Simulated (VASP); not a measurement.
A run of VASP 6.6.1 is set up as follows.

Contents of POSCAR:

```
Li
1.0
    3.1110021516      0.0000000000      0.0000000000
   -1.5555010758      2.6942068945      0.0000000000
    0.0000000000      0.0000000000      5.0930000000
Li
2
Direct
    0.3333333333      0.6666666667      0.2500000000
    0.6666666667      0.3333333333      0.7500000000
```

Contents of INCAR.step1:

```
ALGO = Normal ; EDIFF = 1E-4
ENCUT = 520 ; GGA = PE
ISMEAR = -1 ; LASPH = True
LCHARG = False ; LREAL = False
LWAVE = True ; NBANDS = 10
NELM = 100 ; PREC = Accurate
SIGMA = 0.08
```

Contents of INCAR.step2:

```
ALGO = Normal ; EDIFF = 1E-7
ENCUT = 520 ; ISIF = 2
ISMEAR = -1 ; ISTART = 1
LASPH = True ; LCHARG = False
LMIXTAU = True ; LREAL = False
LWAVE = False ; METAGGA = R2SCAN
NBANDS = 10 ; NELM = 100
PREC = Accurate ; SIGMA = 0.08
```

Contents of KPOINTS:

```
k-points
0
Gamma
  15 15 8
```

Potentials or basis: VASP PAW PBE potentials, release 64 (Li_sv).

Run with:

```sh
$ cat potpaw_PBE.64/Li_sv/POTCAR > POTCAR
$ cp INCAR.step1 INCAR
$ mpirun -np 1 vasp_std > vasp.out
$ cp INCAR.step2 INCAR
$ mpirun -np 1 vasp_std > vasp.out
```

(1) What does it give for the band gap on the k mesh?

Results:

(1) none (metal or under the smearing width).
